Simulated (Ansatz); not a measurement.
The system is BaTiO3.

```xyz
5
Lattice="3.9998 0.0000 0.0000 0.0000 3.9998 0.0000 0.0000 0.0000 4.0180" Properties=species:S:1:pos:R:3 pbc="T T T"
Ba    0.0000    0.0000    0.0000
Ti    1.9999    1.9999    1.9688
O     0.0000    1.9999    2.0773
O     1.9999    0.0000    2.0773
O     1.9999    1.9999    0.0763
```

```yaml
Program: Ansatz 0.2.0
Task: relaxation of cell and atoms
Functional: r2SCAN
Potentials_or_basis: Ansatz PAW
Cutoff: "500 eV (not typed: the program's choice for these potentials)"
k_mesh: 7 × 7 × 7
Occupations: fermi-dirac, width 0.05 eV
Spin: no spin polarisation
```

At the start: volume 12.86 Å³/atom.

Q: How do energy, volume and symmetry change on relaxing?

A: It ends after 8 steps and the volume is 12.98 Å³/atom (+1.0 %); space group P4mm (No. 99, to 0.05 Å).

The path:
```
step  energy change (eV)  largest force (eV/Å)  volume (Å³)
   1              0.0000                0.3920        64.28
   2             -0.0057                0.1964        64.11
   3             -0.0073                0.2720        64.10
   4             -0.0113                0.2751        64.14
   5             -0.0204                0.0162        64.75
   6             -0.0204                0.0096        64.97
   7             -0.0205                0.0001        64.89
   8             -0.0208                0.0008        64.89
```

Final structure:
```
Ba Ti O
1.0
     3.97222    0.00000    0.00000
     0.00000    3.97222    0.00000
     0.00000    0.00000    4.11281
Ba Ti O
1 1 3
Cartesian
  0.0000 0.0000 -0.0181
  1.9861 1.9861 1.9638
  0.0000 1.9861 2.1290
  1.9861 0.0000 2.1290
  1.9861 1.9861 0.1423
```

Caveat: the plane-wave basis is chosen anew once the cell has moved, so the energies of steps on either side of that aren't comparable; the PAW data sets come from PBE, with cores solved anew for the run's functional, which leaves a small shift of forces and pressure.
